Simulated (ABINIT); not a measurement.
# Quasiparticle gap of BAs (F-43m) in ABINIT

Aim: the G0W0 gap of BAs (F-43m) on PBE, step by step.

Program: ABINIT 10.8.3. Level of theory: PBE and many-body steps on it, plane waves. Results are calculated unless marked as measured.

**What was measured.**

- Gap 1.82 eV: indirect gap from Tauc plot of optical absorption; UV-visible absorption, indirect Tauc plot; 300 K; bulk crystal (three thin as-grown single crystals with the same absorption edge) (“Photoluminescence mapping and time-domain thermo-photoluminescence for rapid imaging and measurement of thermal conductivity of boron arsenide”, 2019, arxiv:1910.07149).

- Gap 4.12 eV: direct gap from square of absorption coefficient, average of two samples; spectroscopic ellipsometry; 300 K; bulk crystal (CVT-grown opaque bulk crystals) (“Optical properties of cubic boron arsenide”, 2019, arxiv:1911.04914).

- Gap 2.02 eV: indirect gap from square root of absorption coefficient, average of three samples; transmission and reflection spectroscopy; 300 K; bulk crystal (CVT-grown platelets about 10 um thick) (“Optical properties of cubic boron arsenide”, 2019, arxiv:1911.04914).

Most raw output is cut from this account.

### Step 1. The starting structure

It takes space group F-43m (No. 216, cubic). Conventional cell: a = 4.777 Å, b = 4.777 Å, c = 4.777 Å, α = 90.00°, β = 90.00°, γ = 90.00°. B has 4 As at 2.07 Å nearest. Nearest to As lie 4 B at 2.07 Å. Farther neighbours are not listed.

The cell and positions come from the Crystallography Open Database and are kept as given unless a step says otherwise.

### Step 2. Ground state

This step: ABINIT 10.8.3; DFT, PBE, plane waves, norm-conserving pseudopotentials.

The ground-state density comes first.

run.abi reads:

```
acell 3*1.0 Angstrom
rprim 
  -0.000000000000 2.388500000000 2.388500000000
  2.388500000000 -0.000000000000 2.388500000000
  2.388500000000 2.388500000000 -0.000000000000
ntypat 2
znucl 5 33
natom 2
typat 1 2
xred 
  0.000000000000 0.000000000000 0.000000000000
  0.250000000000 0.250000000000 0.250000000000
pp_dirpath "pseudos"
pseudos "B.upf, As.upf"
ecut 44
ngkpt 8 8 8
nshiftk 1
shiftk 0 0 0
kptopt 1
chksymbreak 0
nband 18
occopt 1
tolvrs 1e-10
nstep 60
prtwf 0
indata_prefix "in"
outdata_prefix "out"
tmpdata_prefix "tmp"
```

Command:

```console
$ OMP_NUM_THREADS=1 mpirun -n 4 abinit run.abi > log
```

Elapsed: 16 s, on 4 MPI ranks of Arm Neoverse V1, shared host; peak memory 0.32 GiB; 62 s of CPU time.

This step gave:

- total energy: -8386.3532 eV
- gap: 1.208 eV
- k of the valence top: 0, 0, 0
- k of the conduction bottom: 0.375, 0.375, 0
- least direct gap: 3.289 eV
- pressure: -9.998 GPa

The gap is indirect, with the least direct gap 2.08 eV higher.

The cutoff was set for levels, not for stress, so the pressure can be off by some GPa.

### Step 3. Bands along the symmetry lines

Levels along a band path, at the cheap level, show where the edges lie and whether the meshes to come will hold them.

run.abi reads:

```
acell 3*1.0 Angstrom
rprim 
  -0.000000000000 2.388500000000 2.388500000000
  2.388500000000 -0.000000000000 2.388500000000
  2.388500000000 2.388500000000 -0.000000000000
ntypat 2
znucl 5 33
natom 2
typat 1 2
xred 
  0.000000000000 0.000000000000 0.000000000000
  0.250000000000 0.250000000000 0.250000000000
pp_dirpath "pseudos"
pseudos "B.upf, As.upf"
ecut 44
iscf -2
irdden 1
kptopt 0
nkpt 50
kpt 
  0.00000000 0.00000000 0.00000000
  -0.06250000 -0.06250000 0.00000000
  -0.12500000 -0.12500000 0.00000000
  -0.18750000 -0.18750000 0.00000000
  -0.25000000 -0.25000000 0.00000000
  -0.31250000 -0.31250000 0.00000000
  -0.37500000 -0.37500000 0.00000000
  -0.43750000 -0.43750000 0.00000000
  -0.50000000 -0.50000000 0.00000000
  -0.48437500 -0.48437500 0.03125000
  -0.46875000 -0.46875000 0.06250000
  -0.45312500 -0.45312500 0.09375000
  -0.43750000 -0.43750000 0.12500000
  -0.42187500 -0.42187500 0.15625000
  -0.40625000 -0.40625000 0.18750000
  -0.39062500 -0.39062500 0.21875000
  -0.37500000 -0.37500000 0.25000000
  -0.37500000 0.00000000 0.37500000
  -0.32812500 0.00000000 0.32812500
  -0.28125000 0.00000000 0.28125000
  -0.23437500 0.00000000 0.23437500
  -0.18750000 0.00000000 0.18750000
  -0.14062500 0.00000000 0.14062500
  -0.09375000 0.00000000 0.09375000
  -0.04687500 0.00000000 0.04687500
  0.00000000 0.00000000 0.00000000
  0.00000000 0.00000000 0.06250000
  0.00000000 0.00000000 0.12500000
  0.00000000 0.00000000 0.18750000
  0.00000000 0.00000000 0.25000000
  0.00000000 0.00000000 0.31250000
  0.00000000 0.00000000 0.37500000
  0.00000000 0.00000000 0.43750000
  -0.00000000 -0.00000000 0.50000000
  -0.06250000 -0.03125000 0.46875000
  -0.12500000 -0.06250000 0.43750000
  -0.18750000 -0.09375000 0.40625000
  -0.25000000 -0.12500000 0.37500000
  -0.31250000 -0.15625000 0.34375000
  -0.37500000 -0.18750000 0.31250000
  -0.43750000 -0.21875000 0.28125000
  -0.50000000 -0.25000000 0.25000000
  -0.50000000 -0.28125000 0.21875000
  -0.50000000 -0.31250000 0.18750000
  -0.50000000 -0.34375000 0.15625000
  -0.50000000 -0.37500000 0.12500000
  -0.50000000 -0.40625000 0.09375000
  -0.50000000 -0.43750000 0.06250000
  -0.50000000 -0.46875000 0.03125000
  -0.50000000 -0.50000000 0.00000000
istwfk *1
nband 23
nbdbuf 5
tolwfr 1e-07
nstep 50
prtwf 0
prtvol 0
indata_prefix "in"
outdata_prefix "out"
tmpdata_prefix "tmp"
```

Wall time 12 s (4 MPI ranks); peak memory 0.28 GiB.

This step gave:

```
gap                        : 1.208 eV
k of the valence top       : 0, 0, 0
k of the conduction bottom : -0.375, -0.375, 0
least direct gap           : 3.289 eV
```

The gap is 1.208 eV, as in the run before at this level.

The electronic bands at the labelled points (eV, zero at the top of the highest filled band):

| point | band 10 | band 11 | band 12 | band 13 | band 14 | band 15 | band 16 | band 17 |
| --- | --- | --- | --- | --- | --- | --- | --- | --- |
| Γ | -15.40 | 0.00 | 0.00 | 0.00 | 3.29 | 3.29 | 3.29 | 4.68 |
| halfway | -14.06 | -4.10 | -2.70 | -2.70 | 1.67 | 4.55 | 7.42 | 7.42 |
| X | -11.22 | -8.51 | -4.07 | -4.07 | 1.45 | 1.46 | 11.40 | 11.40 |
| halfway | -11.19 | -8.41 | -4.90 | -3.92 | 1.61 | 2.81 | 10.72 | 10.82 |
| U | -11.27 | -8.13 | -5.94 | -3.48 | 2.06 | 5.56 | 9.24 | 9.78 |
| jump to K | -11.27 | -8.13 | -5.94 | -3.48 | 2.06 | 5.56 | 9.24 | 9.78 |
| halfway | -13.92 | -5.13 | -3.78 | -1.13 | 3.99 | 4.92 | 5.80 | 7.01 |
| Γ | -15.40 | 0.00 | 0.00 | 0.00 | 3.29 | 3.29 | 3.29 | 4.68 |
| halfway | -14.40 | -4.93 | -1.15 | -1.15 | 3.07 | 4.67 | 4.67 | 7.91 |
| L | -12.53 | -8.77 | -1.82 | -1.82 | 2.70 | 4.81 | 4.81 | 8.90 |
| halfway | -11.96 | -8.28 | -4.55 | -3.07 | 3.99 | 4.79 | 7.48 | 9.06 |
| W | -11.07 | -8.05 | -5.48 | -5.19 | 5.28 | 5.95 | 6.84 | 7.06 |
| halfway | -11.15 | -8.31 | -4.81 | -4.69 | 2.90 | 3.02 | 9.72 | 10.01 |
| X | -11.22 | -8.51 | -4.07 | -4.07 | 1.45 | 1.46 | 11.40 | 11.40 |

### Step 4. Empty states on the mesh, 6×6×6 mesh, 516 bands

The sums over transitions need many empty states on a uniform mesh; this step solves for them.

run.abi reads:

```
acell 3*1.0 Angstrom
rprim 
  -0.000000000000 2.388500000000 2.388500000000
  2.388500000000 -0.000000000000 2.388500000000
  2.388500000000 2.388500000000 -0.000000000000
ntypat 2
znucl 5 33
natom 2
typat 1 2
xred 
  0.000000000000 0.000000000000 0.000000000000
  0.250000000000 0.250000000000 0.250000000000
pp_dirpath "pseudos"
pseudos "B.upf, As.upf"
ecut 44
ngkpt 6 6 6
nshiftk 1
shiftk 0 0 0
kptopt 1
chksymbreak 0
irdden 1
istwfk *1
nband 516
prtvol 0
optdriver 6
gwr_task "HDIAGO"
paral_kgb 0
occopt 1
indata_prefix "in"
outdata_prefix "out"
tmpdata_prefix "tmp"
```

Elapsed: 62 s, on 4 MPI ranks; peak memory 1.7 GiB; 4.1 min of CPU time.

Numbers from this step:

```
gap                                                           : 1.293 eV
k of the valence top                                          : 0, 0, 0
k of the conduction bottom                                    : 0.3333, 0.3333, 0
least direct gap                                              : 3.289 eV
k points computed                                             : 16
lowest point of the top converged band, above the valence top : 374.9317 eV
```

On this mesh the gap is 1.293 eV. The earlier step found 1.208 eV, so this mesh misses an edge.

### Step 5. Screening, 6×6×6 mesh, 354 bands, screening to 390.5 eV

The RPA dielectric matrix is built and inverted for each q.

This step: RPA screening on PBE, plane waves, norm-conserving pseudopotentials.

Edit run.abi of step 4 so:

```diff
@@ -20,10 +20,11 @@
 chksymbreak 0
-irdden 1
 istwfk *1
-nband 516
-prtvol 0
-optdriver 6
-gwr_task "HDIAGO"
-paral_kgb 0
 occopt 1
+irdwfk 1
+optdriver 3
+nband 354
+ecuteps 14.35
+inclvkb 2
+awtr 1
+symchi 1
 indata_prefix "in"
```

Elapsed: 27 min, on 4 MPI ranks; peak memory 3.6 GiB; 1.8 h of CPU time.

This step gave:

```
ε∞ with local fields, on this mesh, along the program's q direction : 10.51
the same without local fields                                       : 11.52
plasma frequency                                                    : 36.27 eV
plane waves in the screening matrix                                 : 531
```

Local fields lower ε∞ by 9 %.

### Step 6. Self-energy, 6×6×6 mesh, 354 bands, screening to 390.5 eV

The self-energy is evaluated for the states that the input lists, and the levels follow from it, in one-shot runs by the linearised quasiparticle equation.

This step: G0W0 on PBE, plane waves, norm-conserving pseudopotentials.

Edit run.abi of step 5 so:

```diff
@@ -23,8 +23,21 @@
 irdwfk 1
-optdriver 3
+optdriver 4
 nband 354
+gwcalctyp 0
+ecutsigx 44
+symsigma 1
+nkptgw 4
+kptgw 
+  0.0000000000 0.0000000000 0.0000000000
+  0.3333333333 0.3333333333 0.0000000000
+  0.5000000000 0.0000000000 0.0000000000
+  0.5000000000 0.5000000000 0.0000000000
+bdgw 
+  11 16
+  12 15
+  12 16
+  12 15
 ecuteps 14.35
-inclvkb 2
-awtr 1
-symchi 1
+irdscr 1
+ppmodel 1
 indata_prefix "in"
```

Run time: 11 min. Hardware: 4 MPI ranks; peak memory 4 GiB.

This step gave:

* G0W0 gap on the mesh: 1.953 eV
* starting gap on the mesh: 1.293 eV
* k of the valence top: 0, 0, 0
* k of the conduction bottom: 0.3333, 0.3333, 0
* Z at the valence top: 0.807
* Z at the conduction bottom: 0.817
* least direct G0W0 gap on the computed points: 4.169 eV

The gap on the mesh goes from 1.29 eV to 1.95 eV, a correction of +0.66 eV. The start differs from the 1.21 eV found before because the two sample other k points.

Limits: finite bands, cutoff and mesh; no spin-orbit coupling. v1 is the top filled band, c1 the lowest empty one. The levels before and after the correction (eV, zero at the valence-band top of each column):

|  | conduction bottom | valence top |
| --- | --- | --- |
| Kohn-Sham | 1.29 | 0.00 |
| G0W0 | 1.95 | 0.00 |

|  | level | energy (eV) |
| --- | --- | --- |
| Kohn-Sham | Γ v3-v1 | 0.000 |
| Kohn-Sham | Γ c1-c3 | 3.289 |
| Kohn-Sham | (0.333 0.333 0) v2-v1 | -3.452 |
| Kohn-Sham | (0.333 0.333 0) c1 | 1.293 |
| Kohn-Sham | (0.333 0.333 0) c2 | 3.155 |
| G0W0 | Γ v3-v1 | 0.000 |
| G0W0 | Γ c1-c3 | 4.169 |
| G0W0 | (0.333 0.333 0) v2-v1 | -3.627 |
| G0W0 | (0.333 0.333 0) c1 | 1.953 |
| G0W0 | (0.333 0.333 0) c2 | 3.852 |

### Step 7. Where the time went

Times are wall times on 4 MPI ranks of Arm Neoverse V1, shared host, good to a factor of about two.

| step | time | share | memory (GiB) |
| --- | --- | --- | --- |
| ground state | 16 s | 1 % | 0.32 |
| bands along the symmetry lines | 12 s | 1 % | 0.28 |
| empty states on the mesh | 62 s | 3 % | 1.7 |
| screening | 27 min | 68 % | 3.6 |
| self-energy | 11 min | 28 % | 4.0 |

### Step 8. Outcome

```
PBE gap                              : 1.21 eV, indirect
G0W0 gap on the mesh                 : 1.95 eV
G0W0 gap over the zone (rigid shift) : 1.87 eV
GW settings                          : 6×6×6 mesh, 354 bands, screening to 390.5 eV, Godby-Needs plasmon pole
known limits                         : not at the basis limit; no spin-orbit coupling
```

What this shows: G0W0 moves the gap on the mesh from 1.29 eV to 1.95 eV (+0.66 eV), with Z of 0.81 and 0.82 at the edges. The mesh misses the band edges by 0.08 eV in all; a rigid shift gives 1.87 eV for the zone. Local fields lower the RPA ε∞ on this mesh from 11.52 to 10.51. The dearest step here is «screening». Against experiment, by G0W0@PBE: the gap of 1.87 eV lies +0.05 eV from the measured 1.82 eV (indirect, 300 K, 2019); the direct gap of 4.17 eV lies +0.05 eV from the measured 4.12 eV (direct, 300 K, 2019); the gap of 1.87 eV lies −0.15 eV from the measured 2.02 eV (indirect, 300 K, 2019). An exciton line or allowed optical edge lies below the quasiparticle gap by the binding energy; a forbidden edge can push the onset above it. The calculation has static nuclei and no excitons; a measured gap holds zero-point and thermal motion, which mostly lowers it. Bands and cutoff are finite, so the gap is not at the basis limit. The miss can reach some tenths of an eV and take either sign; the mesh is an error of its own. A denser mesh or path gives a starting gap of 1.21 eV: the GW mesh misses a band edge, so its gaps are not the fundamental one. The many-body steps are scalar-relativistic: spin-orbit coupling is not in them.

[Paths, hosts, dates, memory and timing lines, banners, echoed tables and standing remarks are left out of the program output.]

[Logs are printed without paths, hosts, clocks, repeated set-up lines and the standing remarks that a program may print on its own settings, such as how far it seeks lower states.]

[Runs of the session that timed out or met a known fault of the program may be left out.]

[Hosts, paths, dates, database ids (printed as entryN), source tags and the programs' standing remarks are cut or masked in the printed files.]

[G0W0 gaps are taken among the corrected bands and points alone; a level outside them can change the order at an edge.]

[Where Ansatz stands beside ABINIT at settings called matched, ABINIT's density can come from a denser mesh and the files from another edition; pairs whose starting gaps differed by over 0.03 eV were left out, so agreement reads better than it is.]
